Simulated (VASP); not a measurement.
The system is KI.

```
CELL_PARAMETERS angstrom
0.00000 3.53277 3.53277
3.53277 0.00000 3.53277
3.53277 3.53277 0.00000
ATOMIC_POSITIONS crystal
I 0.50000 0.50000 0.50000
K 0.00000 0.00000 0.00000
```

Base run:

| Quantity | Value |
| --- | --- |
| Program | VASP 6.6.1 |
| Functional | PBEsol |
| Potentials or basis | VASP PAW PBE potentials, release 64 (I, K_sv) |
| Cutoff | 520 eV |
| k mesh | 8 × 8 × 8 |
| Occupations | gaussian, width 0.02 eV |
| Spin | no spin polarisation |

Its results: band gap on the k mesh 3.81 eV, direct.

Task: The run is repeated on the same cell with these changes: functional from PBEsol to LDA; potentials or basis from VASP PAW PBE potentials, release 64 (I, K_sv) to VASP PAW LDA potentials, release 64 (I, K_sv). What comes out?

Result: Band gap on the k mesh 3.62 eV, direct.

Caveats: spin-orbit coupling is left out, which moves the levels of the heavy elements.
